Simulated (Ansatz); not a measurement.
A calculation with Ansatz 0.2.0 of MoP (native input, structure typed inline):

The input input.yaml:

```yaml
crystal:
  lattice:
    - [3.223, 0.0, 0.0]
    - [-1.6115, 2.7911998764, 0.0]
    - [0.0, 0.0, 3.191]
  atoms:
    - { symbol: Mo, position: [0.0, 0.0, 0.0] }
    - { symbol: P, position: [0.3333333333, 0.6666666667, 0.5] }
hamiltonian:
  xc: blyp
  pseudopotentials: { kind: paw }
kpoints:
  mp_grid: { grid: [10, 10, 8] }
scf:
  occupations: { method: methfessel_paxton, width: 0.1 }
  n_extra_bands: 6
output:
  forces: true
  stress: true
  eigenvalues: true
  dos: { projected: false, de: 0.05, nscf_kmesh: { grid: [15, 15, 12] } }
```

Potentials or basis: Ansatz PAW.

Launch:

```sh
$ ansatz run input.yaml --threads 2 --pin off --max-ram 5120MiB --backend cpu --events-out ev --progress --plain --runs-dir out
```

Task: Write the same calculation in another form: ASE script, structure from a POSCAR.

Result: As run:

run.py

```python
import json

import ase.io
import numpy as np

import ansatz as az

atoms = ase.io.read("POSCAR", format="vasp")

calculation = (
    az.Crystal.from_ase(atoms)
    .calculation()
    .kpoints(10, 10, 8)
    .functional("blyp")
    .pseudopotentials(kind="paw")
    .scf(extra_bands=6)
    .occupations(method="methfessel_paxton", width=0.1)
    .density()
    .potential()
    .output_files(volumetric_format="npy")
    .electron_localization_function()
    .density_of_states(energy_step=0.05, projected=False, nscf_kmesh=(15, 15, 12))
    .forces()
    .stress()
    .band_table(publish=True)
)
outcome = calculation.run(threads=2, events_out="events.jsonl")

report = outcome.report
for line in open("events.jsonl"):
    event = json.loads(line)
    if event["event"] == "scf_iter":
        d = event["data"]
        print(f"SCF {d['iter']:3d}  HF = {d['harris_foulkes_ev']:.6f} eV  dr2 = {d['dr2_ev']:.2e} eV")
    elif event["event"] in ("relax_step", "md_step"):
        d = event["data"]
        print(f"{event['event']} {d['step']:3d}  E = {d['lagrangian_ev']:.6f} eV")
np.set_printoptions(precision=5, suppress=True, linewidth=110)
print("converged:", report["converged"], "after", report["n_iterations"], "iterations")
print(f"free energy {report['free_energy_ev']:.6f} eV, Fermi level {report['fermi_energy_ev']:.4f} eV")
for key in ("band_edges_ev", "magnetization_mub", "site_moments_mub", "site_moments_nc_mub", "forces_ev_ang",
                "stress_gpa", "kpoints_frac", "eigenvalues_ev"):
    if report.get(key) is not None:
        print(key, np.array(report[key]), sep="\n")
```

File POSCAR:

```
MoP
1.0
    3.2230000000      0.0000000000      0.0000000000
   -1.6115000000      2.7911998764      0.0000000000
    0.0000000000      0.0000000000      3.1910000000
Mo P
1 1
Direct
    0.0000000000      0.0000000000      0.0000000000
    0.3333333333      0.6666666667      0.5000000000
```

Potentials or basis: Ansatz PAW.

Launch:

```bash
$ python run.py
```

Both were run:

|  | native input, structure typed inline | ASE script, structure from a POSCAR |
| --- | --- | --- |
| Pressure | 13.4 GPa | 13.4 GPa |
| Band gap on the k mesh | none (metal or under the smearing width) | none (metal or under the smearing width) |
| Density of states at the Fermi level | 0.79 states/eV per cell | 0.79 states/eV per cell |

Keys that steer only the numerical path or the files written may differ.

Caveat: the potentials were made for another functional, which shifts forces and pressure.
